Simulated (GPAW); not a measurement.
# ZnSe (Stilleite) (F-43m) in GPAW: notebook, part 2 of 2

GPAW 26.7.0.

## 4. G0W0 quasiparticle levels, PBE

run.py

```python
import json
import numpy as np
from ase import Atoms
from ase.dft.bandgap import bandgap
from ase.io import write
from gpaw import GPAW, PW
from gpaw.response.g0w0 import G0W0

atoms = Atoms(['Se', 'Zn'],
              cell=[[0.0, 2.8338, 2.8338],
                    [2.8338, 0.0, 2.8338],
                    [2.8338, 2.8338, 0.0]],
              scaled_positions=[[0.75, 0.75, 0.75],
                                [0.0, 0.0, 0.0]],
              pbc=True)

calc = GPAW(mode=PW(500),
            xc='PBE',
            kpts={'size': (3, 3, 3), 'gamma': True},
            occupations={'name': 'fermi-dirac', 'width': 0.001},
            nbands=18,
            convergence={'density': 1e-06},
            maxiter=150,
            txt='gpaw.txt')
atoms.calc = calc
energy = atoms.get_potential_energy()
calc.write('gs.gpw')
write('result.traj', atoms)
print(f'Energy: {energy:.6f} eV')
print('Fermi level:', round(calc.get_fermi_level(), 4), 'eV')
print(f'Gap: {bandgap(calc)[0]:.4f} eV, direct: {bandgap(calc, direct=True)[0]:.4f} eV')

calc.diagonalize_full_hamiltonian(nbands=77)
calc.write('full.gpw', mode='all')

ibz = calc.get_ibz_k_points()
gap, vbm, cbm = bandgap(calc, output=None)
gap, direct, _ = bandgap(calc, direct=True, output=None)
gamma = int(np.abs(ibz).sum(1).argmin())
kpts = sorted({gamma, vbm[1], cbm[1], direct[1]})
gw = G0W0(calc='full.gpw',
          filename='gw',
          ecut=80,
          ecut_extrapolation=False,
          relbands=(-2, 2),
          kpts=kpts,
          integrate_gamma='WS',
          nbands=73,
          ppa=True,
          xc='rALDA',
          fxc_mode='GWP',
          do_GW_too=True)
gw.calculate()
results = {mode: {key: np.asarray(r[key]).tolist() for key in ['f', 'eps', 'vxc', 'exx', 'sigma', 'Z', 'qp', 'sigma_eskn']}
           for mode, r in gw.all_results.items()}
json.dump({'kpts': ibz[kpts].tolist(), 'results': results}, open('gw.json', 'w'))
for mode, r in results.items():
    f, qp = np.array(r['f']), np.array(r['qp'])
    print(mode, 'quasiparticle energies (eV):')
    print(qp.round(3))
    print(mode, 'gap:', round(qp[f < 0.5].min() - qp[f > 0.5].max(), 4), 'eV')
```

Potentials or basis: GPAW PAW data sets (gpaw-data 1.2.1), pw.

Started as:

```
OMP_NUM_THREADS=1 python run.py
```

gpaw.txt:

```text
__  _  _
 | _ |_)|_||  |
 |__||  | ||/\| - 26.7.0

Input parameters:
  mode=PW(ecut=500.0),
  convergence={'density': 1e-06},
  kpts=MonkhorstPack(size=(3, 3, 3), gamma=True),
  maxiter=150,
  nbands=18,
  occupations=Occupations(name='fermi-dirac', width=0.001),
  xc=XC(name='PBE')

Diagonalizing LCAO Hamiltonian
Converting LCAO to pw mode

                    Se

       Zn

Atoms  # Å, Bohr magnetons
|   | symbol |        x |        y |        z |    initial magnetic moments |
|---|--------|----------|----------|----------|-----------------------------|
| 0 |     Se | 4.250700 | 4.250700 | 4.250700 | ( 0.0000,  0.0000,  0.0000) |
| 1 |     Zn | 0.000000 | 0.000000 | 0.000000 | ( 0.0000,  0.0000,  0.0000) |

Unit cell  # Å
| periodic |        x |        y |        z |  lengths |    angles |
|----------|----------|----------|----------|----------|-----------|
|      yes | 0.000000 | 2.833800 | 2.833800 | 4.007598 | 60.000000 |
|      yes | 2.833800 | 0.000000 | 2.833800 | 4.007598 | 60.000000 |
|      yes | 2.833800 | 2.833800 | 0.000000 | 4.007598 | 60.000000 |

Number of symmetries: 24
Symmetry operations  # r_c * U_cc + t_c -> r_c
|    | kind |            matrix            |
|----|------|------------------------------|
|  0 |  E   |  1, 0, 0,  0, 1, 0,  0, 0, 1 |
|  1 |  σ   |  1, 0, 0,  0, 0, 1,  0, 1, 0 |
|  2 |  σ   |  1, 0,-1,  0, 1,-1,  0, 0,-1 |
|  3 |  C3  |  1, 0,-1,  0, 0,-1,  0, 1,-1 |
|  4 |  C3  |  1,-1, 0,  0,-1, 1,  0,-1, 0 |
|  5 |  σ   |  1,-1, 0,  0,-1, 0,  0,-1, 1 |
|  6 |  σ   |  0, 1, 0,  1, 0, 0,  0, 0, 1 |
|  7 |  C3  |  0, 1, 0,  0, 0, 1,  1, 0, 0 |
|  8 |  C2  |  0, 1,-1,  1, 0,-1,  0, 0,-1 |
|  9 |  S4  |  0, 1,-1,  0, 0,-1,  1, 0,-1 |
| 10 |  C3  |  0, 0, 1,  1, 0, 0,  0, 1, 0 |
| 11 |  σ   |  0, 0, 1,  0, 1, 0,  1, 0, 0 |
| 12 |  S4  |  0, 0,-1,  1, 0,-1,  0, 1,-1 |
| 13 |  C3  |  0, 0,-1,  0, 1,-1,  1, 0,-1 |
| 14 |  S4  |  0,-1, 1,  1,-1, 0,  0,-1, 0 |
| 15 |  C2  |  0,-1, 1,  0,-1, 0,  1,-1, 0 |
| 16 |  C3  |  0,-1, 0,  1,-1, 0,  0,-1, 1 |
| 17 |  S4  |  0,-1, 0,  0,-1, 1,  1,-1, 0 |
| 18 |  S4  | -1, 1, 0, -1, 0, 1, -1, 0, 0 |
| 19 |  C3  | -1, 1, 0, -1, 0, 0, -1, 0, 1 |
| 20 |  C3  | -1, 0, 1, -1, 1, 0, -1, 0, 0 |
| 21 |  S4  | -1, 0, 1, -1, 0, 0, -1, 1, 0 |
| 22 |  σ   | -1, 0, 0, -1, 1, 0, -1, 0, 1 |
| 23 |  C2  | -1, 0, 0, -1, 0, 1, -1, 1, 0 |

BZ-sampling:
  Number of BZ points: 27
  Number of IBZ points: 4

  Monkhorst-Pack size: [3, 3, 3]
  Monkhorst-Pack shift: [0, 0, 0]

K-points  # in reciprocal-cell coordinates
|   |                                coordinates |     weight |
|---|--------------------------------------------|------------|
| 0 | (  0.00000000,   0.00000000,   0.00000000) | 0.03703704 |
| 1 | (  0.33333333,   0.33333333,  -0.33333333) | 0.44444444 |
| 2 | (  0.33333333,   0.33333333,   0.00000000) | 0.22222222 |
| 3 | (  0.33333333,   0.33333333,   0.33333333) | 0.29629630 |

Plane wave coefficients: 1150
Cutoff: 500.0 eV

Spin-components: 1 (collinear spins)
Bands:           18
Projectors:      11
Spin-degeneracy: 2
Datatype:        complex128

Parallelization:
  kpt:    1
  domain: 1
  band:   1

Density:
  Valence electrons: 18.0
  Components: 1
  Grid points: [21 21 21]
  Charge: 0.0  # |e|

Potential:
  Grid points: [21 21 21]

species:
  Se:
    name:    Selenium
    Z:       34.0
    valence: 6
    core:    28
    charge:  0.0  # [|e|]
    compensation charges:
      type: gauss
      rc: 0.27  # [Å]
      lmax: 2
    cutoffs:
      filter: 1.77  # [Å]
      core: 2.67  # [Å]
    projectors
    | kind |    occ | energy [eV] | rcut [Å] |
    |------|--------|-------------|----------|
    |   4s |  2.000 |     -17.277 |    0.847 |
    |   4p |  4.000 |      -6.512 |    1.005 |
    |    s |        |       9.935 |    0.847 |
    |    p |        |      20.699 |    1.005 |
    |    d |        |       0.000 |    0.847 |

    Using partial waves for Se as LCAO basis

  Zn:
    name:    Zinc
    Z:       30.0
    valence: 12
    core:    18
    charge:  0.0  # [|e|]
    compensation charges:
      type: gauss
      rc: 0.37  # [Å]
      lmax: 2
    cutoffs:
      filter: 2.14  # [Å]
      core: 2.28  # [Å]
    projectors
    | kind |    occ | energy [eV] | rcut [Å] |
    |------|--------|-------------|----------|
    |   4s |  2.000 |      -5.977 |    1.286 |
    |   4p |  0.000 |      -1.117 |    1.270 |
    |   3d | 10.000 |     -10.142 |    1.180 |
    |    s |        |      21.234 |    1.286 |
    |    p |        |      26.095 |    1.270 |
    |    d |        |      17.070 |    1.180 |

    Using partial waves for Zn as LCAO basis

Reference energy: -114964.858784  # eV

eigensolver:
  PPCG
  Converge bands: occupied
  niter=2

density mixing:
  MSR1-Mixer
  Pratt-step length: 0.05
  Maximum mixing coefficient: 0.75
  Old densities: 10
  SVD Regularization: 0.005
  Good broyden scale: 1.0
  Trust region scale: 1.0
  Backstep threshold: 4.0
  History deletion threshold: 6.0
  Fourier metric: weight=20.0, sigma=0.015

occupation numbers:
  Fermi-Dirac:
    width: 0.0010  # eV

poisson solver:
  ecut: 4000.0  # eV

xc functional:
  name: PBE with 2 nearest neighbor stencil

convergence criteria:
- Maximum integral of absolute [dens]ity change: 1e-06 electrons / valence electron
- Maximum [total energy] change in last 3 cyles: 0.0005 eV / valence electron
- Maximum integral of absolute [eigenst]ate change: 4e-08 eV^2 / valence electron
maximum number of iterations: 150

SCF iterations
|iter     | |      energy | eigst |  dens |
|---------|-|-------------|-------|-------|
|iter:   1| |   -6.107669 | -0.31 |       |
|iter:   2| |   -6.039457 | -2.25 | -1.20 |
|iter:   3| |   -5.815144 | -1.54 | -1.24 |
|iter:   4| |   -5.814710 | -2.56 | -1.80 |
|iter:   5| |   -5.815833c| -3.60 | -2.28 |
|iter:   6| |   -5.815791c| -4.10 | -2.77 |
|iter:   7| |   -5.815816c| -5.19 | -3.48 |
|iter:   8| |   -5.815821c| -6.11 | -3.86 |
|iter:   9| |   -5.815821c| -8.17c| -5.05 |
|iter:  10| |   -5.815821c| -7.77c| -5.45 |
|iter:  11| |   -5.815821c| -9.13c| -6.43c|

Converged in 11 steps
Energy contributions relative to reference atoms: (reference = -114964.858784)

Energy contributions:
  Kinetic:          14.946096
  Coulomb:         -12.333210
  Zero:             -0.052936
  External:          0.000000
  Xc:               -8.375771
  Entropy:          -0.000000
  Spinorbit:         0.000000
  ----------------------------
  Free energy:      -5.815821
  Extrapolated:     -5.815821

dipole moment: (-7.100541, -7.100541, -7.100541)  # |e|*Ang

Fermi level: 4.355
Eigenvalues  # (at kpt = [0.000, 0.000, 0.000])
| band index |      eig [eV] | occ [0-2] |
|------------|---------------|-----------|
|          0 |        -9.263 |     2.000 |
|          1 |        -2.644 |     2.000 |
|          2 |        -2.644 |     2.000 |
|          3 |        -2.644 |     2.000 |
|          4 |        -2.287 |     2.000 |
|          5 |        -2.287 |     2.000 |
[... 10 lines left out ...]
|         16 |        16.979 |     0.000 |
|         17 |        16.979 |     0.000 |

Gap: 1.260 eV
Transition (v -> c):
  (s=0, k=0, n=8, [0.00, 0.00, 0.00]) -> (s=0, k=0, n=9, [0.00, 0.00, 0.00])
No difference between direct/indirect transitions
# Writing to gs.gpw (mode='')

Matrix size: 1150x1150
# Writing to full.gpw (mode='all')
```

Wall time 45 s (1 thread of Arm Neoverse V1, shared host); peak memory 0.54 GiB.

The run converged, but some of its settings lie outside the range that counts as converged, so its numbers aren't taken as properties of the crystal.

Results:

```
Free energy                              : -5.8158 eV
Band gap on the k mesh, mean-field level : 1.26 eV, direct
Quasiparticle gap                        : 2.39 eV
Least direct quasiparticle gap           : 2.39 eV
```

Caveat: the k mesh is coarse (spacing up to 0.64 Å⁻¹), so the values aren't converged; the quasiparticle gap is taken among the few k points that were corrected; the k mesh is too small for a converged quasiparticle gap; the long-wavelength limit can be off by several per cent where d states take part.

## 5. G0W0 quasiparticle levels, PBE

run.py: that of step 4 with these lines changed.

```diff
@@ -50,3 +50,3 @@
           xc='rALDA',
-          fxc_mode='GWP',
+          fxc_mode='GWG',
           do_GW_too=True)
```

Potentials or basis: GPAW PAW data sets (gpaw-data 1.2.1), pw.

Started as:

```
OMP_NUM_THREADS=1 python run.py
```

gpaw.txt:

```text
__  _  _
 | _ |_)|_||  |
 |__||  | ||/\| - 26.7.0

Input parameters:
  mode=PW(ecut=500.0),
  convergence={'density': 1e-06},
  kpts=MonkhorstPack(size=(3, 3, 3), gamma=True),
  maxiter=150,
  nbands=18,
  occupations=Occupations(name='fermi-dirac', width=0.001),
  xc=XC(name='PBE')

Diagonalizing LCAO Hamiltonian
Converting LCAO to pw mode

                    Se

       Zn

Atoms  # Å, Bohr magnetons
|   | symbol |        x |        y |        z |    initial magnetic moments |
|---|--------|----------|----------|----------|-----------------------------|
| 0 |     Se | 4.250700 | 4.250700 | 4.250700 | ( 0.0000,  0.0000,  0.0000) |
| 1 |     Zn | 0.000000 | 0.000000 | 0.000000 | ( 0.0000,  0.0000,  0.0000) |

Unit cell  # Å
| periodic |        x |        y |        z |  lengths |    angles |
|----------|----------|----------|----------|----------|-----------|
|      yes | 0.000000 | 2.833800 | 2.833800 | 4.007598 | 60.000000 |
|      yes | 2.833800 | 0.000000 | 2.833800 | 4.007598 | 60.000000 |
|      yes | 2.833800 | 2.833800 | 0.000000 | 4.007598 | 60.000000 |

Number of symmetries: 24
Symmetry operations  # r_c * U_cc + t_c -> r_c
|    | kind |            matrix            |
|----|------|------------------------------|
|  0 |  E   |  1, 0, 0,  0, 1, 0,  0, 0, 1 |
|  1 |  σ   |  1, 0, 0,  0, 0, 1,  0, 1, 0 |
|  2 |  σ   |  1, 0,-1,  0, 1,-1,  0, 0,-1 |
|  3 |  C3  |  1, 0,-1,  0, 0,-1,  0, 1,-1 |
|  4 |  C3  |  1,-1, 0,  0,-1, 1,  0,-1, 0 |
|  5 |  σ   |  1,-1, 0,  0,-1, 0,  0,-1, 1 |
|  6 |  σ   |  0, 1, 0,  1, 0, 0,  0, 0, 1 |
[... 120 lines left out ...]
  Trust region scale: 1.0
  Backstep threshold: 4.0
  History deletion threshold: 6.0
  Fourier metric: weight=20.0, sigma=0.015

occupation numbers:
  Fermi-Dirac:
    width: 0.0010  # eV

poisson solver:
  ecut: 4000.0  # eV

xc functional:
  name: PBE with 2 nearest neighbor stencil

convergence criteria:
- Maximum integral of absolute [dens]ity change: 1e-06 electrons / valence electron
- Maximum [total energy] change in last 3 cyles: 0.0005 eV / valence electron
- Maximum integral of absolute [eigenst]ate change: 4e-08 eV^2 / valence electron
maximum number of iterations: 150

SCF iterations
|iter     | |      energy | eigst |  dens |
|---------|-|-------------|-------|-------|
|iter:   1| |   -6.107669 | -0.31 |       |
|iter:   2| |   -6.039457 | -2.25 | -1.20 |
|iter:   3| |   -5.815144 | -1.54 | -1.24 |
|iter:   4| |   -5.814710 | -2.56 | -1.80 |
|iter:   5| |   -5.815833c| -3.60 | -2.28 |
|iter:   6| |   -5.815791c| -4.10 | -2.77 |
|iter:   7| |   -5.815816c| -5.19 | -3.48 |
|iter:   8| |   -5.815821c| -6.11 | -3.86 |
|iter:   9| |   -5.815821c| -8.17c| -5.05 |
|iter:  10| |   -5.815821c| -7.77c| -5.45 |
|iter:  11| |   -5.815821c| -9.13c| -6.43c|

Converged in 11 steps
Energy contributions relative to reference atoms: (reference = -114964.858784)

Energy contributions:
  Kinetic:          14.946096
  Coulomb:         -12.333210
  Zero:             -0.052936
  External:          0.000000
  Xc:               -8.375771
  Entropy:          -0.000000
  Spinorbit:         0.000000
  ----------------------------
  Free energy:      -5.815821
  Extrapolated:     -5.815821

dipole moment: (-7.100541, -7.100541, -7.100541)  # |e|*Ang

Fermi level: 4.355
Eigenvalues  # (at kpt = [0.000, 0.000, 0.000])
| band index |      eig [eV] | occ [0-2] |
|------------|---------------|-----------|
|          0 |        -9.263 |     2.000 |
|          1 |        -2.644 |     2.000 |
|          2 |        -2.644 |     2.000 |
|          3 |        -2.644 |     2.000 |
|          4 |        -2.287 |     2.000 |
|          5 |        -2.287 |     2.000 |
[... 10 lines left out ...]
|         16 |        16.979 |     0.000 |
|         17 |        16.979 |     0.000 |

Gap: 1.260 eV
Transition (v -> c):
  (s=0, k=0, n=8, [0.00, 0.00, 0.00]) -> (s=0, k=0, n=9, [0.00, 0.00, 0.00])
No difference between direct/indirect transitions
# Writing to gs.gpw (mode='')

Matrix size: 1150x1150
# Writing to full.gpw (mode='all')
```

stdout:

```text
Energy: -5.815821 eV
Fermi level: 4.3551 eV
Gap: 1.2600 eV, direct: 1.2600 eV
IBZ(<points: 4, symmetries: 24>)
Occupied bands: 9
Calculating eigenvalues:
  k-points: 1
  Bands: 7-10 (inclusive)
HSE06-eigenvalue shifts:
  min: -3.189 eV
  ave: 0.710 eV
  max: 4.737 eV
IBZ(<points: 4, symmetries: 24>)
Occupied bands: 9
Calculating eigenvalues:
  k-points: 1
  Bands: 7-10 (inclusive)
HSE06-eigenvalue shifts:
  min: -3.189 eV
  ave: 0.710 eV
  max: 4.737 eV
GWG quasiparticle energies (eV):
[[[ 3.573  3.573  6.061 10.435]]]
GWG gap: 2.4881 eV
GW quasiparticle energies (eV):
[[[ 3.426  3.426  5.814 10.109]]]
GW gap: 2.3884 eV
```

gw.w.txt:

```text
FrequencyGridDescriptor(from 0.000+0.000j to 0.000+27.211j eV, 2 points)
FrequencyGridDescriptor(from 0.000+0.000j to 0.000+27.211j eV, 2 points)

BZ k-points: Symmetries present (total): 24

27 k-points: 3 x 3 x 3 Monkhorst-Pack grid
4 k-points in the irreducible part of the Brillouin zone
       k-points in crystal coordinates                weights
[... 128 lines left out ...]
   8   1.000   3.968 -18.842 -22.030   2.692  -0.258   0.795   3.573
   9   0.000   5.227 -13.792  -9.313  -3.458  -0.226   0.816   6.061
  10   0.000   9.709 -11.631  -6.895  -3.842  -0.231   0.812  10.435
                                                                   GW
   7   1.000   3.968 -18.842 -22.030   2.502  -0.268   0.789   3.426
   8   1.000   3.968 -18.842 -22.030   2.502  -0.268   0.789   3.426
   9   0.000   5.227 -13.792  -9.313  -3.753  -0.238   0.808   5.814
  10   0.000   9.709 -11.631  -6.895  -4.239  -0.243   0.805  10.109
```

It took 45 s on 1 thread of Arm Neoverse V1, shared host; peak memory 0.54 GiB.

The run converged, but some of its settings lie outside the range that counts as converged, so its numbers aren't taken as properties of the crystal.

Results:

```yaml
Free_energy: -5.8158 eV
Band_gap_on_the_k_mesh_mean-field_level: 1.26 eV, direct
Quasiparticle_gap: 2.39 eV
Least_direct_quasiparticle_gap: 2.39 eV
```

Caveat: the k mesh is coarse (spacing up to 0.64 Å⁻¹), so the values aren't converged; the quasiparticle gap is taken among the few k points that were corrected; the k mesh is too small for a converged quasiparticle gap; the long-wavelength limit can be off by several per cent where d states take part.

## 6. Comparison with measurements

Step 3. Measured gap of ZnSe: 2.695 eV (an exciton energy, a little under the gap; 300 K; “Alloy Disordering Effects on the Thermal Conductivity and Energy Gap Temperature Dependence of Cd1−xZnxSe Ternary Crystals Grown by the Bridgman Method”, 2023, pmc:10253836). This calculation gives 2.73 eV (+0.04 eV). Spin-orbit coupling on Se is left out. The value is that of TB-mBJ, without temperature or zero-point motion.
